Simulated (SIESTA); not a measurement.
# CsPbBr3 under changes of volume

One of the cells (41.261 Å³/atom); the others are scaled copies at fixed shape and fractional positions:

```
CELL_PARAMETERS angstrom
5.90888 0.00000 0.00000
0.00000 5.90888 0.00000
0.00000 0.00000 5.90888
ATOMIC_POSITIONS crystal
Pb 0.50000 0.50000 0.50000
Cs 0.00000 0.00000 0.00000
Br 0.50000 0.50000 0.00000
Br 0.50000 0.00000 0.50000
Br 0.00000 0.50000 0.50000
```

Measurements of this composition are mostly on another form, of space group No. 62.

| Item | Value |
| --- | --- |
| Program | SIESTA 5.4.2 |
| Functional | PBEsol |
| Potentials or basis | PseudoDojo 0.4 standard (PBEsol files) |
| Basis | DZP (energy shift 0.003 Ry; two zetas on semicore shells; d shell added on Cs) |
| Grid cutoff | 500 Ry |
| Energy shift | 0.003 Ry |
| k mesh | 5 × 5 × 5 |
| Occupations | fermi-dirac, width 0.05 eV |
| Spin | no spin polarisation |

```tsv
volume (Å³/atom)	energy over the lowest point (meV/atom)	pressure (GPa)	gap on the mesh (eV)
38.025	15.59	1.9	2.50
38.834	7.64	1.3	2.54
39.643	2.58	0.7	2.57
41.261	0.00	-0.2	2.62
42.070	?	?	?
42.880	5.77	-0.9	2.67
```

Problem. What does the run at 42.070 Å³/atom give?

Solution. Energy over the lowest point 1.91 meV/atom; pressure -0.6 GPa; gap on the mesh 2.65 eV.

Worked out: A Birch-Murnaghan fit of order 3 (a polynomial in V^(-2/3)) to the other rows has its minimum at 40.90 Å³/atom with B0 = V·E''(V) = 22 GPa and B' = 4.6. It gives 1.95 meV/atom at 42.070 Å³/atom, against the run's 1.91, and -dE/dV = -0.6 GPa, against -0.6. A straight line through the other rows of the gap, of slope 1.38 eV per unit of ln V (its deformation potential), gives 2.65 eV, against the run's 2.65.

Energies are extrapolated to zero smearing.

Caveats: spin-orbit coupling is left out, which as a rule narrows the gap of such compounds by several tenths of an eV; an odd mesh through Γ misses points on the zone boundary, where band edges often lie; the basis of atomic orbitals isn't converged, which shifts pressures, moduli and gaps.
